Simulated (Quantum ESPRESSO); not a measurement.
Al:

```
Al
1.0
    -1.59122    1.59122    1.59122
     1.59122   -1.59122    1.59122
     1.59122    1.59122   -1.59122
Al
1
Direct
  0.00000 0.00000 0.00000
```

This isn't the form of Al at room conditions, which is fcc.

| Item | Value |
| --- | --- |
| Program | Quantum ESPRESSO 7.5 |
| Task | phonons and electron-phonon coupling |
| Functional | PBE |
| Potentials or basis | PseudoDojo 0.4 SR PBE stringent |
| Cutoff | 544 eV |
| Density cutoff | 2177 eV |
| k mesh | 12 × 12 × 12 |
| Occupations | methfessel-paxton, width 0.272 eV |
| Spin | no spin polarisation |
| Mixing beta | 0.5 |
| Most SCF iterations | 120 |
| SCF threshold | 2e-10 Ry |
| q mesh | 4 × 4 × 4 |

The cell and the atoms were relaxed first, to 16.88 Å³/atom (a = 2.799 Å, b = 2.799 Å, c = 2.799 Å, α = 109.47°, β = 109.47°, γ = 109.47°), and the response was taken there.

Problem. Is this structure dynamically stable at this level, and how far does the spectrum reach?

Solution. No: the interpolated spectrum has imaginary modes, down to 116i cm⁻¹ near N. The highest frequency is 311 cm⁻¹.

Phonon frequencies at the corners of the path (cm⁻¹, interpolated; i marks imaginary ones):
```
point   frequencies
    Γ         0 0 0
    H   273 273 273
    N  116i 200 311
    P   181 181 181
```

Phonon states per cell in windows of 20 cm⁻¹ (negative: imaginary):
| from (cm⁻¹) | total |
| --- | --- |
| -120 | 0.03 |
| -100 | 0.07 |
| -80 | 0.07 |
| -60 | 0.08 |
| -40 | 0.06 |
| -20 | 0.05 |
| 0 | 0.05 |
| 20 | 0.05 |
| 40 | 0.07 |
| 60 | 0.10 |
| 80 | 0.10 |
| 100 | 0.11 |
| 120 | 0.12 |
| 140 | 0.14 |
| 160 | 0.18 |
| 180 | 0.28 |
| 200 | 0.27 |
| 220 | 0.23 |
| 240 | 0.23 |
| 260 | 0.40 |
| 280 | 0.28 |
| 300 | 0.04 |

Caveat: some modes are imaginary; the interpolated spectrum has imaginary branches, which spoil the λ, ω_log and α²F that the log prints; λ from interpolated matrix elements is rough: modes that symmetry makes equal can differ by tens of percent.
